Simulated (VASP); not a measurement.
# SnO2 (Cassiterite) (P4_2/mnm) in VASP: settings compared, part 2 of 2

VASP 6.6.1. The steps go on from the part before.

## Step 3: Relaxation of cell and atoms, PBE

The input, INCAR:

```
SYSTEM = SnO2
ALGO     = Normal         ! electronic algorithm
EDIFF    = 1E-7           ! SCF threshold, eV
EDIFFG   = -0.01          ! ionic threshold
ENCUT    = 600            ! plane-wave cutoff, eV
GGA      = PE             ! functional
IBRION   = 2              ! ionic algorithm
ISIF     = 3              ! what is computed and relaxed
ISMEAR   = -1             ! smearing method
LASPH    = .True.         ! aspherical terms in the spheres
LCHARG   = .False.        ! write CHGCAR
LREAL    = .False.        ! projectors in reciprocal space
LWAVE    = .False.        ! write WAVECAR
NELM     = 80             ! most SCF steps
NSW      = 60             ! ionic steps
PREC     = Accurate       ! precision mode
SIGMA    = 0.05           ! smearing width, eV
```

The input, KPOINTS:

```
k-points
0
Gamma
  6 6 8
  0 0 0
```

The input, POSCAR:

```
SnO2
1.0
    4.7380000000      0.0000000000      0.0000000000
    0.0000000000      4.7380000000      0.0000000000
    0.0000000000      0.0000000000      3.1865000000
Sn O
2 4
Direct
    0.5000000000      0.5000000000      0.5000000000
    0.0000000000      0.0000000000      0.0000000000
    0.8071000000      0.1929000000      0.5000000000
    0.6929000000      0.6929000000      0.0000000000
    0.1929000000      0.8071000000      0.5000000000
    0.3071000000      0.3071000000      0.0000000000
```

Potentials or basis: VASP PAW PBE potentials, release 64 (Sn_d, O).

Started as:

```sh
cat potpaw_PBE.64/Sn_d/POTCAR potpaw_PBE.64/O/POTCAR > POTCAR
mpirun -np 1 vasp_std > vasp.out
```

OUTCAR:

```text
SYSTEM = SnO2
   EDIFF = 1E-7
   EDIFFG = -0.01
   ENCUT = 600
   GGA = PE
   IBRION = 2
   ISIF = 3
   ISMEAR = -1
   LASPH = .True.
   LREAL = .False.
   NELM = 80
   NSW = 60
   PREC = Accurate

 ion  position               nearest neighbor table
   1  0.500  0.500  0.500-   4 2.05   6 2.05   4 2.05   6 2.05   5 2.06   3 2.06   2 3.71   2 3.71
                             2 3.71   2 3.71   2 3.71   2 3.71   2 3.71   2 3.71
   2  0.000  0.000  0.000-   3 2.05   5 2.05   3 2.05   5 2.05   4 2.06   6 2.06   1 3.71   1 3.71
                             1 3.71   1 3.71   1 3.71   1 3.71   1 3.71   1 3.71
   3  0.807  0.193  0.500-   2 2.05   2 2.05   1 2.06
   4  0.693  0.693  0.000-   1 2.05   1 2.05   2 2.06
   5  0.193  0.807  0.500-   2 2.05   2 2.05   1 2.06
   6  0.307  0.307  0.000-   1 2.05   1 2.05   2 2.06

  LATTYP: Found a simple tetragonal cell.
 ALAT       =     4.7380000000
 C/A-ratio  =     0.6725411566
[... 440 lines left out ...]
  free energy    TOTEN  =       -37.31181187 eV

  energy without entropy =      -37.31179924  energy(sigma->0) =      -37.31180555

 E-fermi :   5.8321     XC(G=0): -10.9623

 val. band max:        5.5001529677   @ k =   0.0000   0.0000   0.0000
 cond. band min:       6.1365578627   @ k =   0.0000   0.0000   0.0000
 fundamental gap:      0.6364048950
 Fermi energy:         5.8321159211

 k-point     1 :       0.0000    0.0000    0.0000
  band No.  band energies     occupation
      1     -15.5314      2.00000
      2     -14.8718      2.00000
      3     -14.6842      2.00000
      4     -14.6566      2.00000
      5     -14.6566      2.00000
      6     -14.5927      2.00000
[... 805 lines left out ...]
     30      13.8736      0.00000
     31      14.5179      0.00000

 [... further k-points ...]

------------------------ aborting loop because EDIFF is reached ----------------------------------------

  FORCE on cell =-STRESS in cart. coord.  units (eV):
  Direction    XX          YY          ZZ          XY          YZ          ZX
  --------------------------------------------------------------------------------------
  -------------------------------------------------------------------------------------
  Total       -0.0111092     -0.0111092     -0.0343952      0.0000000      0.0000000      0.0000000
  in kB       -0.2352306     -0.2352306     -0.7282938      0.0000000      0.0000000      0.0000000
  external PRESSURE =      -0.3995850 kB  Pullay stress =       0.0000000 kB
[... 21 lines left out ...]
  FREE ENERGIE OF THE ION-ELECTRON SYSTEM (eV)
  ---------------------------------------------------
  free  energy   TOTEN  =       -37.3118118669 eV

  energy  without entropy=      -37.3117992407  energy(sigma->0) =      -37.31180555

 reached required accuracy - stopping structural energy minimisation
```

OSZICAR:

```text
N       E                     dE             d eps       ncg     rms          rms(c)
DAV:   1     0.698461893629E+03    0.69846E+03   -0.28568E+04  3338   0.286E+03
DAV:   2     0.631664262034E+02   -0.63530E+03   -0.61190E+03  3517   0.742E+02
DAV:   3    -0.379981378169E+02   -0.10116E+03   -0.99395E+02  3520   0.238E+02
DAV:   4    -0.432585278864E+02   -0.52604E+01   -0.52338E+01  3698   0.593E+01
[... 71 lines left out ...]
DAV:   3    -0.373118156794E+02    0.24837E-04   -0.49154E-05  4204   0.112E-01    0.108E-02
DAV:   4    -0.373118128633E+02    0.28160E-05   -0.10826E-05  4733   0.401E-02    0.346E-03
DAV:   5    -0.373118122518E+02    0.61154E-06   -0.16161E-06  3642   0.107E-02    0.116E-03
DAV:   6    -0.373118118875E+02    0.36427E-06   -0.10250E-07  2126   0.478E-03    0.416E-04
DAV:   7    -0.373118118669E+02    0.20604E-07   -0.27810E-08  1781   0.218E-03
   7 F= -.37311812E+02 E0= -.37311806E+02  d E =-.449135E-04
```

Run time: 7.8 min. Hardware: 1 thread of AMD EPYC 7R13 (Zen 3), shared host; peak memory 0.24 GiB.

Results:

```
Free energy                            : -37.3118 eV
Relaxed volume                         : 12.61 Å³/atom
Relaxed cell                           : a = 4.830 Å, b = 4.830 Å, c = 3.243 Å, α = 90.00°, β = 90.00°, γ = 90.00°
Space group after relaxing (to 0.05 Å) : P4_2/mnm (No. 136)
Energy gained by relaxing              : 23.7 meV/atom
Ionic steps                            : 7
Pressure after relaxing                : 0.0 GPa
Band gap on the k mesh                 : 0.64 eV, direct
```

Forces on the atoms (eV/Å):
```
Sn   0.000  0.000  0.000
Sn   0.000  0.000  0.000
O   -0.002  0.002  0.000
O    0.002  0.002  0.000
O    0.002 -0.002  0.000
O   -0.002 -0.002  0.000
```

The path:
```csv
step,energy change (eV),largest force (eV/Å),pressure (GPa),volume (Å³)
1,0.0000,0.2934,11.60,71.53
2,0.0628,0.3608,-10.54,80.85
3,-0.1403,0.0643,-0.01,75.52
4,-0.1403,0.0585,0.19,75.44
5,-0.1420,0.0043,0.08,75.58
6,-0.1421,0.0181,0.03,75.64
7,-0.1422,0.0025,-0.04,75.67
```

Final structure:
```cif
data_structure
_symmetry_space_group_name_H-M 'P 1'
_symmetry_Int_Tables_number 1
_cell_length_a 4.8304
_cell_length_b 4.8304
_cell_length_c 3.2429
_cell_angle_alpha 90.000
_cell_angle_beta 90.000
_cell_angle_gamma 90.000
_cell_volume 75.67
loop_
_atom_site_label
_atom_site_type_symbol
_atom_site_fract_x
_atom_site_fract_y
_atom_site_fract_z
_atom_site_occupancy
Sn1 Sn 0.50000 0.50000 0.50000 1
Sn2 Sn 0.00000 0.00000 0.00000 1
O1 O 0.80656 0.19344 0.50000 1
O2 O 0.69344 0.69344 0.00000 1
O3 O 0.19344 0.80656 0.50000 1
O4 O 0.30656 0.30656 0.00000 1
```

Levels at points of the mesh, in eV from the valence-band top:
```tsv
k point	band 23	band 24	band 25	band 26	band 27	band 28	band 29	band 30
(0.00, 0.00, 0.00)	-1.26	-0.74	-0.74	0.00	0.64	5.66	6.04	6.04
(0.50, 0.00, 0.00)	-1.21	-1.21	-0.60	-0.60	3.85	3.85	6.78	6.78
(0.50, 0.50, 0.00)	-1.33	-1.33	-0.85	-0.85	4.24	4.24	7.13	7.13
(0.00, 0.00, 0.50)	-1.52	-1.52	-1.18	-1.18	5.55	5.55	9.34	9.34
(0.50, 0.00, 0.50)	-1.01	-1.01	-0.75	-0.75	5.81	5.81	7.59	7.59
(0.50, 0.50, 0.50)	-0.91	-0.91	-0.78	-0.78	4.32	4.32	8.60	8.60
```

Caveat: spin-orbit coupling is left out, which moves the levels of the heavy elements. Zero-point motion and thermal expansion aren't in these numbers.

## Step 4: Relaxation of cell and atoms, LDA

Edit INCAR of step 3 so:

```diff
@@ -2,6 +2,5 @@
 ALGO     = Normal         ! electronic algorithm
-EDIFF    = 1E-7           ! SCF threshold, eV
-EDIFFG   = -0.01          ! ionic threshold
+EDIFF    = 1E-6           ! SCF threshold, eV
+EDIFFG   = -0.005         ! ionic threshold
 ENCUT    = 600            ! plane-wave cutoff, eV
-GGA      = PE             ! functional
 IBRION   = 2              ! ionic algorithm
```

KPOINTS is that of step 3.

POSCAR is that of step 3.

Potentials or basis: VASP PAW LDA potentials, release 64 (Sn_d, O).

Started as:

```sh
cat potpaw_LDA.64/Sn_d/POTCAR potpaw_LDA.64/O/POTCAR > POTCAR
mpirun -np 1 vasp_std > vasp.out
```

Wall time 7.2 min (1 thread of AMD EPYC 7R13 (Zen 3), shared host); peak memory 0.21 GiB.

The run converged. Its results:

- Free energy: -42.2923 eV
- Relaxed volume: 11.90 Å³/atom
- Relaxed cell: a = 4.727 Å, b = 4.727 Å, c = 3.196 Å, α = 90.00°, β = 90.00°, γ = 90.00°
- Space group after relaxing (to 0.05 Å): P4_2/mnm (No. 136)
- Energy gained by relaxing: 0.6 meV/atom
- Ionic steps: 10
- Pressure after relaxing: 0.0 GPa
- Band gap on the k mesh: 1.15 eV, direct

Forces on the atoms (eV/Å):
```
Sn   0.000  0.000  0.000
Sn   0.000  0.000  0.000
O    0.002 -0.002  0.000
O   -0.002 -0.002  0.000
O   -0.002  0.002  0.000
O    0.002  0.002  0.000
```

The path:
```csv
step,energy change (eV),largest force (eV/Å),pressure (GPa),volume (Å³)
1,0.0000,0.1797,0.11,71.53
2,-0.0032,0.0469,-0.65,71.62
3,-0.0034,0.0022,-0.50,71.60
4,-0.0034,0.0151,0.49,71.24
5,-0.0037,0.0062,0.00,71.42
6,-0.0037,0.0059,-0.03,71.42
7,-0.0036,0.0106,0.25,71.33
8,-0.0037,0.0069,-0.01,71.41
9,-0.0037,0.0068,0.04,71.40
10,-0.0037,0.0029,-0.04,71.43
```

Final structure:
```
Sn O
1.0
     4.72745    0.00000    0.00000
     0.00000    4.72745    0.00000
     0.00000    0.00000    3.19610
Sn O
2 4
Cartesian
  2.3637 2.3637 1.5980
  0.0000 0.0000 0.0000
  3.8104 0.9170 1.5980
  3.2807 3.2807 3.1961
  0.9170 3.8104 1.5980
  1.4467 1.4467 0.0000
```

Levels at points of the mesh, in eV from the valence-band top:
| k point | band 23 | band 24 | band 25 | band 26 | band 27 | band 28 | band 29 | band 30 |
| --- | --- | --- | --- | --- | --- | --- | --- | --- |
| (0.00, 0.00, 0.00) | -1.28 | -0.80 | -0.80 | 0.00 | 1.15 | 5.92 | 6.05 | 6.05 |
| (0.50, 0.00, 0.00) | -1.24 | -1.24 | -0.65 | -0.65 | 4.31 | 4.31 | 6.81 | 6.81 |
| (0.50, 0.50, 0.00) | -1.37 | -1.37 | -0.91 | -0.91 | 4.70 | 4.70 | 7.29 | 7.29 |
| (0.00, 0.00, 0.50) | -1.72 | -1.72 | -1.28 | -1.28 | 6.03 | 6.03 | 9.51 | 9.51 |
| (0.50, 0.00, 0.50) | -1.13 | -1.13 | -0.72 | -0.72 | 6.31 | 6.31 | 7.87 | 7.87 |
| (0.50, 0.50, 0.50) | -0.99 | -0.99 | -0.84 | -0.84 | 4.69 | 4.69 | 8.63 | 8.63 |

Caveat: spin-orbit coupling is left out, which moves the levels of the heavy elements.

## Step 5: Relaxation of cell and atoms, PBEsol

The input, INCAR:

```
PREC = Accurate
ENCUT = 600
EDIFF = 1E-7
ISMEAR = -1
SIGMA = 0.05
LREAL = False
LASPH = True
NELM = 60
ALGO = Normal
ISIF = 3
LWAVE = False
LCHARG = False
GGA = PS
IBRION = 2
NSW = 40
EDIFFG = -0.02
```

The input, KPOINTS:

```
regular mesh
0
Gamma
  6 6 8
```

POSCAR is that of step 4.

Potentials or basis: VASP PAW PBE potentials, release 64 (Sn_d, O).

Started as:

```sh
cat potpaw_PBE.64/Sn_d/POTCAR potpaw_PBE.64/O/POTCAR > POTCAR
mpirun -np 1 vasp_std > vasp.out
```

Run time: 4.8 min. Hardware: 1 thread of AMD EPYC 7R13 (Zen 3), shared host; peak memory 0.25 GiB.

Results (log left out):

| Property | Result |
| --- | --- |
| Free energy | -39.6757 eV |
| Relaxed volume | 12.21 Å³/atom |
| Relaxed cell | a = 4.770 Å, b = 4.770 Å, c = 3.219 Å, α = 90.00°, β = 90.00°, γ = 90.00° |
| Space group after relaxing (to 0.05 Å) | P4_2/mnm (No. 136) |
| Energy gained by relaxing | 5.0 meV/atom |
| Ionic steps | 3 |
| Pressure after relaxing | 0.0 GPa |
| Largest force after relaxing | 0.017 eV/Å |
| Band gap on the k mesh | 0.88 eV, direct |

Forces in eV/Å, atoms in the order of the input:
```
Sn   0.000  0.000  0.000
Sn   0.000  0.000  0.000
O   -0.012  0.012  0.000
O    0.012  0.012  0.000
O    0.012 -0.012  0.000
O   -0.012 -0.012  0.000
```

Stress tensor (GPa, compression positive):
```
 0.03  0.00  0.00
 0.00  0.03  0.00
 0.00  0.00 -0.21
```

Step by step:
```tsv
step	energy change (eV)	largest force (eV/Å)	pressure (GPa)	volume (Å³)
1	0.0000	0.2277	5.23	71.53
2	0.0236	0.2177	-6.25	75.64
3	-0.0302	0.0173	-0.05	73.24
```

Final structure:
```cif
data_structure
_symmetry_space_group_name_H-M 'P 1'
_symmetry_Int_Tables_number 1
_cell_length_a 4.7700
_cell_length_b 4.7700
_cell_length_c 3.2189
_cell_angle_alpha 90.000
_cell_angle_beta 90.000
_cell_angle_gamma 90.000
_cell_volume 73.24
loop_
_atom_site_label
_atom_site_type_symbol
_atom_site_fract_x
_atom_site_fract_y
_atom_site_fract_z
_atom_site_occupancy
Sn1 Sn 0.50000 0.50000 0.50000 1
Sn2 Sn 0.00000 0.00000 0.00000 1
O1 O 0.80640 0.19360 0.50000 1
O2 O 0.69360 0.69360 0.00000 1
O3 O 0.19360 0.80640 0.50000 1
O4 O 0.30640 0.30640 0.00000 1
```

Levels at points of the mesh, in eV from the valence-band top:
```csv
k point,band 23,band 24,band 25,band 26,band 27,band 28,band 29,band 30
"(0.00, 0.00, 0.00)",-1.28,-0.77,-0.77,0.00,0.88,5.80,6.01,6.01
"(0.50, 0.00, 0.00)",-1.23,-1.23,-0.63,-0.63,4.10,4.10,6.77,6.77
"(0.50, 0.50, 0.00)",-1.35,-1.35,-0.89,-0.89,4.50,4.50,7.20,7.20
"(0.00, 0.00, 0.50)",-1.64,-1.64,-1.24,-1.24,5.84,5.84,9.42,9.42
"(0.50, 0.00, 0.50)",-1.08,-1.08,-0.73,-0.73,6.12,6.12,7.72,7.72
"(0.50, 0.50, 0.50)",-0.96,-0.96,-0.82,-0.82,4.53,4.53,8.60,8.60
```

Caveat: the PAW data sets were made with another functional, which shifts forces and pressure a little; spin-orbit coupling is left out, which moves the levels of the heavy elements. Zero-point motion and thermal expansion aren't in these numbers.

## Step 6: Summary

```tsv
task	level	potentials or basis	cell	cutoff (eV)	smearing	gap on the mesh (eV)	pressure (GPa)	relaxed volume (Å³/atom)	largest force (eV/Å)
single point	PBE	VASP PAW PBE potentials, release 64 (Sn_d, O)	as given	520	gaussian 0.011 eV	1.27	11.8	-	0.29
relaxation of cell and atoms	PBE	VASP PAW PBE potentials, release 64 (Sn_d, O)	relaxed	600	fermi-dirac 0.05 eV	0.64	0.0	12.61	-
relaxation of cell and atoms	LDA	VASP PAW LDA potentials, release 64 (Sn_d, O)	relaxed	600	fermi-dirac 0.05 eV	1.15	0.0	11.90	-
relaxation of cell and atoms	PBEsol	VASP PAW PBE potentials, release 64 (Sn_d, O)	relaxed	600	fermi-dirac 0.05 eV	0.88	0.0	12.21	0.02
```

Alike in all rows: no spin polarisation; k mesh 6 × 6 × 8.

Caveats: spin-orbit coupling is left out, which moves the levels of the heavy elements; the PAW data sets were made with another functional, which shifts forces and pressure a little (some runs).

Absolute energies hang on the potentials; compare differences alone.
